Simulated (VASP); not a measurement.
## HfB2 under changes of volume

One of the cells (9.534 Å³/atom); the others are scaled copies at fixed shape and fractional positions:

```
CELL_PARAMETERS angstrom
3.10623 0.00000 0.00000
-1.55311 2.69007 0.00000
0.00000 0.00000 3.42291
ATOMIC_POSITIONS crystal
Hf 0.00000 0.00000 0.00000
B 0.66667 0.33333 0.50000
B 0.33333 0.66667 0.50000
```

- Program: VASP 6.6.1
- Functional: LDA
- Potentials or basis: VASP PAW LDA potentials, release 64 (Hf_pv, B)
- Cutoff: 520 eV
- k mesh: 8 × 8 × 8
- Occupations: fermi-dirac, width 0.05 eV
- Spin: no spin polarisation

| volume (Å³/atom) | energy over the lowest point (meV/atom) | pressure (GPa) |
| --- | --- | --- |
| 9.153 | 14.41 | 12.3 |
| 9.343 | 3.54 | 5.9 |
| 9.534 | 0.00 | 0.0 |
| 9.725 | 3.10 | -5.3 |
| 9.915 | ? | ? |

Question: What does the run at 9.915 Å³/atom give?

Answer: Energy over the lowest point 12.22 meV/atom; pressure -10.1 GPa.

Worked out: A Birch-Murnaghan fit of order 2 (a polynomial in V^(-2/3)) to the other rows has its minimum at 9.54 Å³/atom with B0 = V·E''(V) = 279 GPa at fixed shape and positions, which overstates the stiffness. It gives 12.19 meV/atom at 9.915 Å³/atom, against the run's 12.22, and -dE/dV = -10.0 GPa, against -10.1.

Energies are extrapolated to zero smearing.
